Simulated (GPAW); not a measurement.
A run of GPAW 26.7.0:

File run.py:

```python
from ase.eos import EquationOfState
from ase.io import Trajectory, read
from ase.units import GPa
from gpaw import GPAW, PW

atoms = read('C.xyz')

traj = Trajectory('eos.traj', 'w')
volumes, energies = [], []
for x in [0.94, 0.96, 0.98, 1.0, 1.02, 1.04, 1.06]:
    a = atoms.copy()
    a.set_cell(atoms.cell * x**(1 / 3), scale_atoms=True)
    calc = GPAW(mode=PW(800),
                xc={'name': 'vdW-DF-cx', 'backend': 'libvdwxc'},
                kpts={'size': (10, 10, 10), 'gamma': True},
                occupations={'name': 'fermi-dirac', 'width': 0.05},
                nbands=11,
                convergence={'density': 1e-05, 'energy': 1e-05},
                maxiter=150,
                txt=f'eos-{x:.2f}.txt')
    a.calc = calc
    energies.append(a.get_potential_energy(force_consistent=True))
    volumes.append(a.get_volume())
    calc.write(f'eos-{x:.2f}.gpw')
    traj.write(a)
    print(f'{x:.2f} {volumes[-1]:10.4f} A^3 {energies[-1]:14.6f} eV', flush=True)

v0, e0, B = EquationOfState(volumes, energies, eos='birchmurnaghan').fit()
print(f'V0 = {v0:.4f} A^3, E0 = {e0:.6f} eV, B0 = {B / GPa:.2f} GPa')
```

The input C.xyz:

```xyz
2
Lattice="0.0000000000 1.7833700000 1.7833700000 1.7833700000 0.0000000000 1.7833700000 1.7833700000 1.7833700000 0.0000000000" Properties=species:S:1:pos:R:3 pbc="T T T"
C      2.6750550000      2.6750550000      2.6750550000
C      1.7833700000      1.7833700000      1.7833700000
```

Potentials or basis: GPAW PAW data sets (gpaw-data 1.2.1), pw.

Command:

```sh
$ OMP_NUM_THREADS=1 python run.py
```

Hardware: 1 thread of Intel(R) Xeon(R) Platinum 8488C (Sapphire Rapids), on a shared host.

Problem. Estimate the wall time of this run.

Solution. It took 47 s on 1 thread of Intel(R) Xeon(R) Platinum 8488C (Sapphire Rapids) (shared host), peak memory 0.22 GiB. Counts: scf iterations 56, plane waves 568, bands 11, k points 47.
